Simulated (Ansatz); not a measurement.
## TiTe$_{2}$: what symmetry allows forces and stress to be

```
CELL_PARAMETERS angstrom
3.77700 0.00000 0.00000
-1.88850 3.27098 0.00000
0.00000 0.00000 6.49800
ATOMIC_POSITIONS crystal
Ti 0.03439 0.06879 0.00000
Te 0.66667 0.33333 0.26280
Te 0.33333 0.66667 0.73720
```

Computed with Ansatz, DFT PBE, scalar-relativistic, plane waves, PAW.

Cutoff 420 eV; k points 12×12×6 on the computed 3-atom cell (Γ-centred); Gaussian smearing, width 0.10 eV; no spin polarisation.

This distorted cell has space group Cm, with 2 operations.

**Question.** Without a calculation: in which directions can each atom feel a force?

**Answer.** A force must be left unchanged by every operation that keeps its atom in place, so it lies in the space that those operations leave fixed. Atoms that the group maps onto each other feel forces of one size.
```
atom site symmetry operations at the site equivalent to atom allowed force (Cartesian)
 Ti1              m                       2                   1  in the plane normal to (1.00, 0.00, 0.00)
 Te2              m                       2                   2  in the plane normal to (1.00, 0.00, 0.00)
 Te3              m                       2                   3  in the plane normal to (1.00, 0.00, 0.00)
```

That leaves 6 independent force components of 9, tied by 2 conditions that the forces sum to zero, so 4 remain. A relaxation in this cell that keeps the symmetry moves the atoms in these directions alone.

**Question.** And the stress tensor?

**Answer.** It must be invariant under the point group, which leaves 4 independent components: xz, xy vanish.

**Question.** Do the computed values obey this?

**Answer.** Yes. Forces (eV/Å):
```
Ti1  0.000 -0.941  0.078
Te2  0.000  0.341  0.194
Te3  0.000  0.600 -0.272
```

Stress (GPa, compression positive, xx yy zz yz xz xy): 1.74 1.51 3.15 -0.97 0.00 0.00. The program imposes the same operations on density, forces and stress, so this confirms the analysis and is no independent test of the calculation.